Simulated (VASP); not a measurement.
# MoS2 (R-3m) in VASP: notebook, part 2 of 2

VASP 6.6.1. Earlier steps stand in the parts before.

## 3. Single point, PBE, spin-orbit coupling, no magnetisation

INCAR

```
SYSTEM = MoS2
PREC = Accurate
ENCUT = 250
EDIFF = 1E-7
ISMEAR = 0
SIGMA = 0.02
LREAL = .FALSE.
LASPH = .TRUE.
NELM = 100
ALGO = Normal
ISIF = 2
LWAVE = .FALSE.
LCHARG = .FALSE.
LNONCOLLINEAR = .TRUE.
MAGMOM = 0 0 0 0 0 0 0 0 0
LORBIT = 11
LSORBIT = .TRUE.
GGA_COMPAT = .FALSE.
LMAXMIX = 4
GGA = PE
NBANDS = 42
```

KPOINTS

```
Automatic mesh
0
G
  3 3 3
  0 0 0
```

POSCAR

```
MoS2
1.0
    1.5855000000      0.9153888518      6.1149966667
   -1.5855000000      0.9153888518      6.1149966667
    0.0000000000     -1.8307777036      6.1149966667
Mo S
1 2
Direct
    0.0000000000      0.0000000000      0.0000000000
    0.2500000000      0.2500000000      0.2500000000
    0.7500000000      0.7500000000      0.7500000000
```

Potentials or basis: VASP PAW PBE potentials, release 64 (Mo_sv, S).

The run is started by

```console
$ cat potpaw_PBE.64/Mo_sv/POTCAR potpaw_PBE.64/S/POTCAR > POTCAR
$ mpirun -np 1 vasp_ncl > vasp.out
```

OUTCAR:

```text
SYSTEM = MoS2
   PREC = Accurate
   ENCUT = 250
   EDIFF = 1E-7
   ISMEAR = 0
   LREAL = .FALSE.
   LASPH = .TRUE.
   NELM = 100
   ISIF = 2
   LNONCOLLINEAR = .TRUE.
   LORBIT = 11
   LSORBIT = .TRUE.
   GGA = PE

 Found      6 irreducible k-points:

 Following reciprocal coordinates:
            Coordinates               Weight
  0.000000  0.000000  0.000000      1.000000
  0.333333 -0.000000  0.000000      6.000000
  0.333333  0.333333  0.000000      6.000000
 -0.333333  0.333333  0.000000      6.000000
  0.333333  0.333333  0.333333      2.000000
 -0.333333  0.333333  0.333333      6.000000
   k-points           NKPTS =      6   k-points in BZ     NKDIM =      6   number of bands    NBANDS=     42
   number of dos      NEDOS =    301   number of ions     NIONS =      3
   total plane-waves  NPLWV =  46656
   dimension x,y,z NGX =    36 NGY =   36 NGZ =   36
   dimension x,y,z NGXF=    72 NGYF=   72 NGZF=   72
   ions per type =               1   2
   NGX,Y,Z   is equivalent  to a cutoff of   9.38,  9.38,  9.38 a.u.
   NGXF,Y,Z  is equivalent  to a cutoff of  18.75, 18.75, 18.75 a.u.
 SYSTEM =  MoS2
   PREC   = accura    normal or accurate (medium, high low for compatibility)
   ISTART =      0    job   : 0-new  1-cont  2-samecut
   ICHARG =      2    charge: 1-file 2-atom 10-const
   ISPIN  =      1    spin polarized calculation?
   LNONCOLLINEAR =      T non collinear calculations
   LSORBIT =      T    spin-orbit coupling
   LASPH  =      T    aspherical Exc in radial PAW
   ENCUT  =  250.0 eV  18.37 Ry    4.29 a.u.   8.23  8.23  8.23*2*pi/ulx,y,z
   NELM   =    100;   NELMIN=  2; NELMDL= -5     # of ELM steps
   EDIFF  = 0.1E-06   stopping-criterion for ELM
   LREAL  =      F    real-space projection
[... 7 lines left out ...]
   TEBEG  =    0.0;   TEEND  =   0.0 temperature during run
   PSTRESS=    0.0 pullay stress
   NELECT =      26.0000    total number of electrons
   NUPDOWN=      -1.0000    fix difference up-down
   EMIN   =  10.00;   EMAX   =-10.00  energy-range for DOS
   EFERMI =   0.00;   METHOD = LEGACY
   ISMEAR =     0;   SIGMA  =   0.02  broadening in eV -4-tet -1-fermi 0-gaus
   EFERMI_NEDOS =   21; number of points for ismear=-14 and -15
[... 311 lines left out ...]
      0.00000      0.00000      0.00000         0.000000      0.000000      0.000000
      0.00000      0.00000      4.58625         0.000000     -0.000000     -0.445072
      0.00000      0.00000     13.75874         0.000000      0.000000      0.445072
 -----------------------------------------------------------------------------------
    total drift:                               -0.000000     -0.000000      0.000000

  FREE ENERGIE OF THE ION-ELECTRON SYSTEM (eV)
  ---------------------------------------------------
  free  energy   TOTEN  =       -21.1076903816 eV

  energy  without entropy=      -21.1076903816  energy(sigma->0) =      -21.10769038

 Spin-Orbit-Coupling matrix elements

 Ion:    1  E_soc:     -0.1891587
 l=   1
     0.0000000    -0.0290970    -0.0290856
    -0.0290970     0.0000000    -0.0290970
    -0.0290856    -0.0290970     0.0000000
 l=   2
     0.0000000    -0.0004958     0.0000000    -0.0004958    -0.0020048
    -0.0004958     0.0000000    -0.0014392    -0.0004330    -0.0004958
     0.0000000    -0.0014392     0.0000000    -0.0014392     0.0000000
    -0.0004958    -0.0004330    -0.0014392     0.0000000    -0.0004958
    -0.0020048    -0.0004958     0.0000000    -0.0004958     0.0000000
 l=   3
     0.0000000     0.0000000     0.0000000     0.0000000     0.0000000     0.0000000     0.0000000
     0.0000000     0.0000000     0.0000000     0.0000000     0.0000000     0.0000000     0.0000000
     0.0000000     0.0000000     0.0000000     0.0000000     0.0000000     0.0000000     0.0000000
     0.0000000     0.0000000     0.0000000     0.0000000     0.0000000     0.0000000     0.0000000
[... 29 lines left out ...]
 l=   2
     0.0000000     0.0000000     0.0000000     0.0000000     0.0000000
     0.0000000     0.0000000     0.0000000     0.0000000     0.0000000
     0.0000000     0.0000000     0.0000000     0.0000000     0.0000000
     0.0000000     0.0000000     0.0000000     0.0000000     0.0000000
     0.0000000     0.0000000     0.0000000     0.0000000     0.0000000
 l=   3
     0.0000000     0.0000000     0.0000000     0.0000000     0.0000000     0.0000000     0.0000000
     0.0000000     0.0000000     0.0000000     0.0000000     0.0000000     0.0000000     0.0000000
     0.0000000     0.0000000     0.0000000     0.0000000     0.0000000     0.0000000     0.0000000
     0.0000000     0.0000000     0.0000000     0.0000000     0.0000000     0.0000000     0.0000000
     0.0000000     0.0000000     0.0000000     0.0000000     0.0000000     0.0000000     0.0000000
     0.0000000     0.0000000     0.0000000     0.0000000     0.0000000     0.0000000     0.0000000
     0.0000000     0.0000000     0.0000000     0.0000000     0.0000000     0.0000000     0.0000000

 total charge

# of ion       s       p       d       tot
------------------------------------------
    1        2.306   6.242   3.941  12.489
    2        1.366   2.391   0.000   3.757
    3        1.366   2.391   0.000   3.757
--------------------------------------------------
tot          5.037  11.024   3.941  20.003

 magnetization (x)

# of ion       s       p       d       tot
------------------------------------------
    1        0.000  -0.000   0.000  -0.000
    2        0.000   0.000   0.000   0.000
    3        0.000   0.000   0.000   0.000
--------------------------------------------------
tot          0.000  -0.000   0.000   0.000

 magnetization (y)

# of ion       s       p       d       tot
------------------------------------------
    1        0.000   0.000  -0.000  -0.000
    2        0.000   0.000   0.000   0.000
    3        0.000   0.000   0.000   0.000
--------------------------------------------------
tot          0.000   0.000  -0.000  -0.000

 magnetization (z)

# of ion       s       p       d       tot
------------------------------------------
    1        0.000   0.000   0.000   0.000
    2        0.000   0.000   0.000   0.000
    3        0.000   0.000   0.000   0.000
--------------------------------------------------
tot          0.000   0.000   0.000   0.000
```

OSZICAR:

```text
N       E                     dE             d eps       ncg     rms          rms(c)
DAV:   1     0.128536703169E+03    0.12854E+03   -0.93449E+03   576   0.682E+02
DAV:   2    -0.170095749317E+02   -0.14555E+03   -0.13926E+03   628   0.237E+02
DAV:   3    -0.226954678438E+02   -0.56859E+01   -0.56305E+01   624   0.436E+01
DAV:   4    -0.227661382129E+02   -0.70670E-01   -0.70622E-01   614   0.506E+00
DAV:   5    -0.227671524126E+02   -0.10142E-02   -0.10140E-02   640   0.566E-01    0.257E+01
DAV:   6    -0.215390826495E+02    0.12281E+01   -0.44064E+00   536   0.191E+01    0.102E+01
DAV:   7    -0.213441164171E+02    0.19497E+00   -0.27674E+00   540   0.123E+01    0.701E+00
DAV:   8    -0.211077794522E+02    0.23634E+00   -0.24952E-01   564   0.498E+00    0.218E+00
DAV:   9    -0.211127847500E+02   -0.50053E-02   -0.52811E-02   604   0.146E+00    0.117E+00
DAV:  10    -0.211075722517E+02    0.52125E-02   -0.12255E-02   550   0.981E-01    0.252E-01
DAV:  11    -0.211077909201E+02   -0.21867E-03   -0.12157E-03   572   0.190E-01    0.108E-01
DAV:  12    -0.211076804339E+02    0.11049E-03   -0.16252E-04   576   0.114E-01    0.183E-02
DAV:  13    -0.211076868449E+02   -0.64110E-05   -0.36097E-05   544   0.372E-02    0.102E-02
DAV:  14    -0.211076904650E+02   -0.36202E-05   -0.57046E-06   606   0.149E-02    0.636E-03
DAV:  15    -0.211076902975E+02    0.16757E-06   -0.49689E-07   558   0.580E-03    0.296E-03
DAV:  16    -0.211076903816E+02   -0.84181E-07   -0.60744E-07   512   0.503E-03
   1 F= -.21107690E+02 E0= -.21107690E+02  d E =-.175282E-68  mag=    -0.0000    -0.0000    -0.0000
```

Wall time 40 s (1 thread of Intel Xeon 6975P-C (Granite Rapids), shared host); peak memory 0.36 GiB.

The run converged, but a check on its numbers failed (symmetry, net force, bounds or a known fault of this set-up), so they aren't taken as properties of the crystal.

Caveat: the k mesh is coarse (spacing up to 0.77 Å⁻¹), so the values aren't converged; the cutoff lies under the usual one of these potentials, so the numbers hold a large basis-set error; the cell's inner coordinates are idealised or old, which leaves forces on the atoms.

## 4. Single point, PBE, spin-orbit coupling, no magnetisation

Edit INCAR of step 3 so:

```diff
@@ -2,3 +2,3 @@
 PREC = Accurate
-ENCUT = 250
+ENCUT = 300
 EDIFF = 1E-7
```

KPOINTS is that of step 3.

POSCAR is that of step 3.

The run is started by

```console
$ cat potpaw_PBE.64/Mo_sv/POTCAR potpaw_PBE.64/S/POTCAR > POTCAR
$ mpirun -np 1 vasp_ncl > vasp.out
```

Run time: 37 s. Hardware: 1 thread of Intel Xeon 6975P-C (Granite Rapids), shared host; peak memory 0.37 GiB.

The run converged, but some of its settings lie outside the range that counts as converged, so its numbers aren't taken as properties of the crystal.

What came out:

* Free energy: -21.1522 eV
* Pressure: 8.0 GPa
* Largest force: 0.406 eV/Å
* Valence electrons inside the program's atomic spheres: Mo 12.47; S 3.73

Caveat: the k mesh is coarse (spacing up to 0.77 Å⁻¹), so the values aren't converged; the cutoff is under 1.25 times the usual one of these potentials, so pressure, stress and relaxed cells hold a basis-set (Pulay) error; the cell's inner coordinates are idealised or old, which leaves forces on the atoms.

## 5. The reference run

An earlier run on the cell as given: functional PBE; potentials or basis VASP PAW PBE potentials, release 64 (Mo_sv, S); cutoff 520 eV; k mesh 10 × 10 × 10; occupations fermi-dirac, width 0.05 eV; no spin polarisation.

* Pressure: 7.8 GPa
* Largest force: 0.994 eV/Å
* Band gap on the k mesh: none (metal or under the smearing width)
